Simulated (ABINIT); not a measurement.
# Fe (Fmmm) in ABINIT: single point with PBE

Aim: the single point of Fe with PBE.

Everything below comes from runs of ABINIT 10.8.3 (patched build). Logs are shortened: lines on timing, memory, paths and dates and some standing lists are left out, and cuts for length are marked. The log counts tension as positive stress, the text compression.

## (1) The crystal as given

It takes space group Fmmm (No. 69, orthorhombic). Conventional cell: a = 2.997 Å, b = 3.883 Å, c = 3.930 Å, α = 90.00°, β = 90.00°, γ = 90.00°. Fe (site symmetry mmm) has 12 Fe at 2.45 to 2.76 Å as nearest neighbours.

## (2) Single point, PBE, collinear spin, ferromagnetic start

The input, run.abi:

```
# Pseudopotentials
pp_dirpath "./"
pseudos "Fe.GGA_PBE-JTH.xml"

# Structure
acell 3*1.0 Angstrom
rprim
     0.0000000000     1.9417396906     1.9651051623
     1.4984397099     0.0000000000     1.9651051623
     1.4984397099     1.9417396906     0.0000000000
ntypat 1
znucl 26
natom 1
typat 1
xcart
     0.0000000000     0.0000000000     0.0000000000 Angstrom
chkprim 0
chksymtnons 0
tolsym 1.0e-6

# Plane-wave basis
ecut 26.0
pawecutdg 48.0
pawxcdev 0

# k points
kptopt 1
ngkpt 13 13 13
nshiftk 1
shiftk 0.0 0.0 0.0

# Exchange and correlation
ixc 11

# Bands and occupations
nband 13
occopt 3
tsmear 0.00183747

# Spin
nsppol 2
spinat
     0.0000000000     0.0000000000     5.0000000000

# SCF cycle
nstep 100
tolvrs 1.0e-9

# Output
iomode 3
prtwf 0
prtden 0
prteig 0
prtebands 0
enunit 2
```

Potentials or basis: JTH PAW PBE v2.0.

Launch:

```bash
abinit run.abi > log 2>&1
```

run.abo:

```text
.Version 10.8.3 of ABINIT
 Symmetries : space group Fm m m (# 69); Bravais oF (face-center ortho.)
================================================================================
 Values of the parameters that define the memory need of the present run
     intxc =       0    ionmov =       0      iscf =      17    lmnmax =      18
     lnmax =       6     mgfft =      24  mpssoang =       3    mqgrid =    3001
     natom =       1  nloc_mem =       2    nspden =       2   nspinor =       1
    nsppol =       2      nsym =       8    n1xccc =       1    ntypat =       1
    occopt =       3   xclevel =       2
       mpw =         506          nfft =       13824          nkpt =         343
 PAW method is used; the additional fine FFT grid is defined by:
   mgfftf=        36    nfftf =     46656
================================================================================
================================================================================

--------------------------------------------------------------------------------
------------- Echo of variables that govern the present computation ------------
--------------------------------------------------------------------------------
 -outvars: echo values of preprocessed input variables --------
            acell      1.8897261259E+00  1.8897261259E+00  1.8897261259E+00 Bohr
              amu      5.58470000E+01
          chkprim           0
      chksymtnons           0
             ecut      2.60000000E+01 Hartree
           enunit           2
                       outvar_i_n : Printing only first  50 k-points.
              ixc          11
                       outvar_i_n : Printing only first  50 k-points.
         kptrlatt       13    0    0      0   13    0      0    0   13
          kptrlen      6.02537925E+01
            natom           1
            nband          13
            ngfft          24      24      24
          ngfftdg          36      36      36
             nkpt         343
           nspden           2
           nsppol           2
            nstep         100
             nsym           8
           ntypat           1
                       prtocc : prtvol=0, do not print more k-points.
                       1.000000  1.000000  1.000000  1.000000  1.000000  1.000000
                       1.000000  1.000000  0.000000  0.000000  0.000000  0.000000
                       0.000000
                       1.000000  1.000000  1.000000  1.000000  1.000000  1.000000
                       1.000000  1.000000  0.000000  0.000000  0.000000  0.000000
                       0.000000
                       1.000000  1.000000  1.000000  1.000000  1.000000  1.000000
                       1.000000  1.000000  0.000000  0.000000  0.000000  0.000000
                       0.000000
                       1.000000  1.000000  1.000000  1.000000  1.000000  1.000000
                       1.000000  1.000000  0.000000  0.000000  0.000000  0.000000
                       0.000000
                       1.000000  1.000000  1.000000  1.000000  1.000000  1.000000
                       1.000000  1.000000  0.000000  0.000000  0.000000  0.000000
                       0.000000
                       1.000000  1.000000  1.000000  1.000000  1.000000  1.000000
                       1.000000  1.000000  0.000000  0.000000  0.000000  0.000000
[... 118 lines left out ...]
                       1.000000  1.000000  1.000000  1.000000  1.000000  1.000000
                       1.000000  1.000000  0.000000  0.000000  0.000000  0.000000
                       0.000000
                       1.000000  1.000000  1.000000  1.000000  1.000000  1.000000
                       1.000000  1.000000  0.000000  0.000000  0.000000  0.000000
                       0.000000
                       1.000000  1.000000  1.000000  1.000000  1.000000  1.000000
                       1.000000  1.000000  0.000000  0.000000  0.000000  0.000000
                       0.000000
                       1.000000  1.000000  1.000000  1.000000  1.000000  1.000000
                       1.000000  1.000000  0.000000  0.000000  0.000000  0.000000
                       0.000000
                       1.000000  1.000000  1.000000  1.000000  1.000000  1.000000
                       1.000000  1.000000  0.000000  0.000000  0.000000  0.000000
                       0.000000
                       prtocc : prtvol=0, do not print more k-points.
           occopt           3
        pawecutdg      4.80000000E+01 Hartree
         pawxcdev           0
           prtden           0
        prtebands           0
           prteig           0
            prtwf           0
            rprim      0.0000000000E+00  1.9417396906E+00  1.9651051623E+00
                       1.4984397099E+00  0.0000000000E+00  1.9651051623E+00
                       1.4984397099E+00  1.9417396906E+00  0.0000000000E+00
          spgroup          69
           spinat      0.0000000000E+00  0.0000000000E+00  5.0000000000E+00
           tolsym      1.00000000E-06
           tolvrs      1.00000000E-09
           tsmear      1.83747000E-03 Hartree
            typat      1
           useylm           1
                       outvars : Printing only first  50 k-points.
            znucl       26.00000

================================================================================

 chkinp: Checking input parameters for consistency.

================================================================================
== DATASET  1 ==================================================================

--- !DatasetInfo
iteration_state: {dtset: 1, }
dimensions: {natom: 1, nkpt: 343, mband: 13, nsppol: 2, nspinor: 1, nspden: 2, mpw: 506, }
cutoff_energies: {ecut:  26.0, pawecutdg:  48.0, }
electrons: {nelect:   1.60000000E+01, charge:   0.00000000E+00, occopt:   3.00000000E+00, tsmear:   1.83747000E-03, }
meta: {optdriver: 0, ionmov: 0, optcell: 0, iscf: 17, paral_kgb: 0, }
...

 Exchange-correlation functional for the present dataset will be:
  GGA: Perdew-Burke-Ernzerhof functional - ixc=11
  J.P.Perdew, K.Burke, M.Ernzerhof, PRL 77, 3865 (1996)

[... 59 lines left out ...]

 At SCF step   15       nres2   =  2.38E-10 < tolvrs=  1.00E-09 =>converged.

 Cartesian components of stress tensor (hartree/bohr^3)
  sigma(1 1)=  2.41019374E-04  sigma(3 2)=  0.00000000E+00
  sigma(2 2)= -5.27429946E-05  sigma(3 1)=  0.00000000E+00
  sigma(3 3)= -1.81298738E-06  sigma(2 1)=  0.00000000E+00

--- !ResultsGS
iteration_state: {dtset: 1, }
comment   : Summary of ground state results
lattice_vectors:
- [  0.0000000,   3.6693562,   3.7135106, ]
- [  2.8316407,   0.0000000,   3.7135106, ]
- [  2.8316407,   3.6693562,   0.0000000, ]
lattice_lengths: [   5.22057,    4.66994,    4.63491, ]
lattice_angles: [ 68.257,  56.190,  55.553, ] # degrees, (23, 13, 12)
lattice_volume:   7.7168965E+01
convergence: {deltae: -3.072E-11, res2:  2.379E-10, residm:  2.874E-04, diffor: null, }
etotal    :  -1.24441189E+02
entropy   :   0.00000000E+00
fermie    :   3.34319314E-01
cartesian_stress_tensor: # hartree/bohr^3
- [  2.41019374E-04,   0.00000000E+00,   0.00000000E+00, ]
- [  0.00000000E+00,  -5.27429946E-05,   0.00000000E+00, ]
- [  0.00000000E+00,   0.00000000E+00,  -1.81298738E-06, ]
pressure_GPa:  -1.8286E+00
xred      :
- [  0.0000E+00,   0.0000E+00,   0.0000E+00, Fe]
cartesian_forces: # hartree/bohr
- [ -0.00000000E+00,  -0.00000000E+00,  -0.00000000E+00, ]
force_length_stats: {min:   0.00000000E+00, max:   0.00000000E+00, mean:   0.00000000E+00, }
...

 Integrated electronic and magnetization densities in atomic spheres:
 ------------------------------------------------------------------------------------------------------------
 Radius=ratsph(iatom), smearing ratsm=  0.0000. Diff(up-dn)=approximate z local magnetic moment.
    Atom    Radius    up_density   dn_density  Total(up+dn)  Diff(up-dn)
    1 Fe   2.11532     8.319834     6.093371     14.413205     2.226463
 ------------------------------------------------------------------------------------------------------------
  Sum:                 8.319834     6.093371     14.413205     2.226463
 Total magnetization (from the atomic spheres):                2.226463
 Total magnetization (exact up - dn):                          2.173028

================================================================================

 ----iterations are completed or convergence reached----

 Mean square residual over all n,k,spin=   99.053E-09; max=  28.741E-05
 reduced coordinates (array xred) for    1 atoms
       0.000000000000      0.000000000000      0.000000000000
 rms dE/dt=  0.0000E+00; max dE/dt=  0.0000E+00; dE/dt below (all hartree)
    1       0.000000000000      0.000000000000      0.000000000000

 cartesian coordinates (angstrom) at end:
    1      0.00000000000000     0.00000000000000     0.00000000000000

 cartesian forces (hartree/bohr) at end:
    1     -0.00000000000000    -0.00000000000000    -0.00000000000000
 frms,max,avg= 0.0000000E+00 0.0000000E+00   0.000E+00  0.000E+00  0.000E+00 h/b

 cartesian forces (eV/Angstrom) at end:
    1     -0.00000000000000    -0.00000000000000    -0.00000000000000
 frms,max,avg= 0.0000000E+00 0.0000000E+00   0.000E+00  0.000E+00  0.000E+00 e/A
 length scales=  1.889726125908  1.889726125908  1.889726125908 bohr
              =  1.000000000000  1.000000000000  1.000000000000 angstroms
 Fermi (or HOMO) energy (hartree) =   0.33432   Average Vxc (hartree)=  -0.46804
 Magnetization (Bohr magneton)=  2.17302427E+00
 Total spin up =  9.08651213E+00   Total spin down =  6.91348787E+00
 Eigenvalues (hartree) for nkpt= 343  k points, SPIN UP:
 kpt#   1, nband= 13, wtk=  0.00046, kpt=  0.0000  0.0000  0.0000 (reduced coord)
  -2.90409   -1.64723   -1.64701   -1.64685    0.02236    0.24454    0.24777    0.25979
   0.28507    0.29916    1.19762    1.25212    1.26156
      occupation numbers for kpt#   1
   1.00000    1.00000    1.00000    1.00000    1.00000    1.00000    1.00000    1.00000
   1.00000    1.00000    0.00000    0.00000    0.00000
 prteigrs : prtvol=0 or 1, do not print more k-points.

 Eigenvalues (hartree) for nkpt= 343  k points, SPIN DOWN:
 kpt#   1, nband= 13, wtk=  0.00046, kpt=  0.0000  0.0000  0.0000 (reduced coord)
  -2.80735   -1.55235   -1.55205   -1.55176    0.02793    0.31065    0.31619    0.33467
   0.38189    0.40461    1.18703    1.24413    1.25495
      occupation numbers for kpt#   1
   1.00000    1.00000    1.00000    1.00000    1.00000    1.00000    0.99995    0.45186
   0.00000    0.00000    0.00000    0.00000    0.00000
 prteigrs : prtvol=0 or 1, do not print more k-points.

 Fermi (or HOMO) energy (eV) =   9.09729   Average Vxc (eV)= -12.73605
 Eigenvalues (   eV  ) for nkpt= 343  k points, SPIN UP:
 kpt#   1, nband= 13, wtk=  0.00046, kpt=  0.0000  0.0000  0.0000 (reduced coord)
 -79.02437  -44.82354  -44.81751  -44.81316    0.60836    6.65432    6.74204    7.06911
   7.75716    8.14059   32.58879   34.07185   34.32888
 prteigrs : prtvol=0 or 1, do not print more k-points.

 Eigenvalues (   eV  ) for nkpt= 343  k points, SPIN DOWN:
 kpt#   1, nband= 13, wtk=  0.00046, kpt=  0.0000  0.0000  0.0000 (reduced coord)
 -76.39191  -42.24157  -42.23349  -42.22550    0.76006    8.45323    8.60392    9.10695
  10.39166   11.01000   32.30072   33.85451   34.14899
 prteigrs : prtvol=0 or 1, do not print more k-points.

--- !EnergyTerms
iteration_state     : {dtset: 1, }
comment             : Components of total free energy in Hartree
kinetic             :  1.22147515807856E+01
hartree             :  2.36454911515009E+01
xc                  : -3.42499231291717E+00
Ewald energy        : -8.68344212945665E+01
psp_core            :  6.44404376225101E+00
local_psp           : -6.51498342065624E+01
PAW spherical_terms : -1.13358823136468E+01
internal            : -1.24440843633155E+02
'-kT*entropy'       : -3.44943966028400E-04
total_energy        : -1.24441188577121E+02
total_energy_eV     : -3.38621724728101E+03
...

--- !EnergyTermsDC
iteration_state     : {dtset: 1, }
comment             : '"Double-counting" decomposition of free energy'
band_energy         : -1.33406158071519E+01
Ewald energy        : -8.68344212945665E+01
psp_core            :  6.44404376225101E+00
xc_dc               : -2.26094184438718E+01
PAW spherical_terms : -8.10043259640431E+00
internal            : -1.24440844379744E+02
'-kT*entropy'       : -3.44943966028400E-04
total_energy_dc     : -1.24441189323710E+02
total_energy_dc_eV  : -3.38621726759671E+03
...

--- !EnergyTermsWithPAWCore
iteration_state     : {dtset: 1, }
comment             : 'Components of total free energy, including PAW core contributions'
Total energy        : -1.27278424551107E+03
Total energy DC     : -1.27278424625766E+03
Total energy (eV)   : -3.46342237124013E+04
Total energy DC (eV): -3.46342237327170E+04
...

 Cartesian components of stress tensor (hartree/bohr^3)
  sigma(1 1)=  2.41019374E-04  sigma(3 2)=  0.00000000E+00
  sigma(2 2)= -5.27429946E-05  sigma(3 1)=  0.00000000E+00
  sigma(3 3)= -1.81298738E-06  sigma(2 1)=  0.00000000E+00

-Cartesian components of stress tensor (GPa)         [Pressure= -1.8286E+00 GPa]
- sigma(1 1)=  7.09103479E+00  sigma(3 2)=  0.00000000E+00
- sigma(2 2)= -1.55175247E+00  sigma(3 1)=  0.00000000E+00
- sigma(3 3)= -5.33399302E-02  sigma(2 1)=  0.00000000E+00

== END DATASET(S) ==============================================================
================================================================================

 -outvars: echo values of variables after computation  --------
            acell      1.8897261259E+00  1.8897261259E+00  1.8897261259E+00 Bohr
           etotal     -1.2444118932E+02
            fcart     -0.0000000000E+00 -0.0000000000E+00 -0.0000000000E+00
            rprim      0.0000000000E+00  1.9417396906E+00  1.9651051623E+00
                       1.4984397099E+00  0.0000000000E+00  1.9651051623E+00
                       1.4984397099E+00  1.9417396906E+00  0.0000000000E+00
           strten      2.4101937380E-04 -5.2742994574E-05 -1.8129873785E-06
                       0.0000000000E+00  0.0000000000E+00  0.0000000000E+00
 Calculation completed.
```

It took 91 s on 1 thread of Intel Xeon 6975P-C (Granite Rapids), shared host; peak memory 0.21 GiB.

What came out:

| Quantity | Value |
| --- | --- |
| Free energy | -3386.2173 eV |
| Pressure | -1.8 GPa |
| Band gap on the k mesh | none (metal or under the smearing width) |
| Net moment | 2.17 μB per cell |
| Site moments | Fe +2.23 μB |
| Valence electrons inside the program's atomic spheres | Fe 14.41 (radii [1.1194] Å) |

Stress tensor (GPa, compression positive):
```
-7.09  0.00  0.00
 0.00  1.55  0.00
 0.00  0.00  0.05
```
